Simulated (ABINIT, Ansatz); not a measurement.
Given: the input of a run of Ansatz 0.2.0 on Al2Pt. 

The input input.yaml:

```yaml
crystal:
  lattice:
    - [0.0, 2.955, 2.955]
    - [2.955, 0.0, 2.955]
    - [2.955, 2.955, 0.0]
  atoms:
    - { symbol: Pt, position: [0.0, 0.0, 0.0] }
    - { symbol: Al, position: [0.75, 0.75, 0.75] }
    - { symbol: Al, position: [0.25, 0.25, 0.25] }
hamiltonian:
  xc: pbe
  pseudopotentials: { kind: paw }
kpoints:
  mp_grid: { grid: [8, 8, 8] }
scf:
  occupations: { method: fermi_dirac, width: 0.05 }
output:
  forces: true
  stress: true
  eigenvalues: true
```

Potentials or basis: Ansatz PAW.

Command:

```console
$ ansatz run input.yaml --threads 2 --pin off --max-ram 5120MiB --backend cpu --events-out ev --progress --plain --runs-dir out
```

What does the same run look like in ABINIT 10.8.3 (patched build)? Potentials or basis there: JTH PAW PBE v2.0, cutoff 435 eV.

As run (cutoffs and basis follow the program's own potentials, and thresholds, step limits or extra output files can differ):

run.abi

```
# Pseudopotentials
pp_dirpath "./"
pseudos "Pt.GGA_PBE-JTH.xml, Al.GGA_PBE-JTH.xml"

# Structure
acell 7.8971675097 7.8971675097 7.8971675097
rprim
     0.0000000000     0.7071067812     0.7071067812
     0.7071067812     0.0000000000     0.7071067812
     0.7071067812     0.7071067812     0.0000000000
ntypat 2
znucl 78 13
natom 3
typat 1 2 2
xred
     0.0000000000     0.0000000000     0.0000000000
     0.7500000000     0.7500000000     0.7500000000
     0.2500000000     0.2500000000     0.2500000000

# Plane-wave basis
ecut 16.0
pawecutdg 32.0
pawxcdev 0

# k points
kptopt 1
ngkpt 8 8 8
nshiftk 1
shiftk 0.0 0.0 0.0

# Exchange and correlation
ixc 11

# Bands and occupations
nband 12
occopt 3
tsmear 0.05 eV

# SCF cycle
nstep 100
tolvrs 1.0e-9

# Output
iomode 3
prtwf 0
prtden 0
prteig 0
prtebands 0
enunit 2
```

Potentials or basis: JTH PAW PBE v2.0.

Command:

```sh
$ abinit run.abi > log 2>&1
```

Both were run:

|  | Ansatz | ABINIT |
| --- | --- | --- |
| Pressure | 2.5 GPa | 2.4 GPa |

Ansatz's pressure holds a Pulay term of +0.06 GPa for its cutoff of 420 eV, which the other run lacks.

The potentials hold 24 and 16 valence electrons a cell.

Where Ansatz's input types no cutoff or centring, it takes its own default and a Γ-centred mesh.

Pressure is positive in compression.
